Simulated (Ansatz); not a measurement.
**MgH2 and the effect of the dispersion correction**

The cell as given:

```
Mg H
1.0
     0.00000    2.38107    2.38107
     2.38107    0.00000    2.38107
     2.38107    2.38107    0.00000
Mg H
1 2
Direct
  0.00000 0.00000 0.00000
  0.25000 0.25000 0.25000
  0.75000 0.75000 0.75000
```

Measurements of this composition are mostly on another form, of space group No. 136.

Kept alike: task relaxation of cell and atoms; functional PBEsol; k mesh 10 × 10 × 10; occupations fermi-dirac, width 0.05 eV; no spin polarisation. Program: Ansatz, Ansatz PAW, cutoff 420 eV. The mesh is that of the run's cell of 3 atoms. No spin-orbit coupling.

```csv
dispersion correction,volume (Å³/atom)
D3(BJ),8.468
D3(BJ)-ATM,8.532
D4,8.662
none,8.805
```

The relaxations keep at least the cell's symmetry (Fm-3m). For a metal such a mesh leaves the last digits unconverged. Relaxations stop with a little pressure left, so the last digits of a volume or edge aren't settled. Ansatz's relaxations hold a Pulay term in the stress (up to 0.1 GPa here). All rows use potentials made for PBE.

What does the dispersion correction change here?

The volume runs from 8.468 (D3(BJ)) to 8.805 Å³/atom (none). Against no correction: D3(BJ) -3.8 %; D3(BJ)-ATM -3.1 %; D4 -1.6 %. Dispersion terms mostly attract and so lower the volume; the schemes' coefficients and damping set how far.
